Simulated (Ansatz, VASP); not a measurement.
## SrCl2: VASP beside Ansatz

```
CELL_PARAMETERS angstrom
0.00000 3.49766 3.49766
3.49766 0.00000 3.49766
3.49766 3.49766 0.00000
ATOMIC_POSITIONS crystal
Sr 0.00000 0.00000 0.00000
Cl 0.75000 0.75000 0.75000
Cl 0.25000 0.25000 0.25000
```

Alike in both runs: task single point; functional r2SCAN; k mesh 6 × 6 × 6; no spin polarisation.

|  | VASP | Ansatz |
| --- | --- | --- |
| version | VASP 6.6.1 | Ansatz 0.2.0 |
| potentials or method | VASP PAW PBE potentials, release 64 (Sr_sv, Cl) | plane waves, PAW |
| plane-wave cutoff (eV) | 520 | 500 |
| occupations | gaussian, width 0.01 eV | fixed |
| valence electrons in the cell | 24 | 24 |

```csv
,VASP,Ansatz,Ansatz less VASP
gap on the k mesh at the Fermi level (eV),5.94,5.94,0.000
pressure (GPa),0.0,0.0,-0.04
```

Caveats: the PAW data sets were made with another functional, which shifts forces and pressure a little (VASP). A k mesh can miss the band edges. r2SCAN opens gaps a little over a GGA but as a rule still falls short of measured ones.
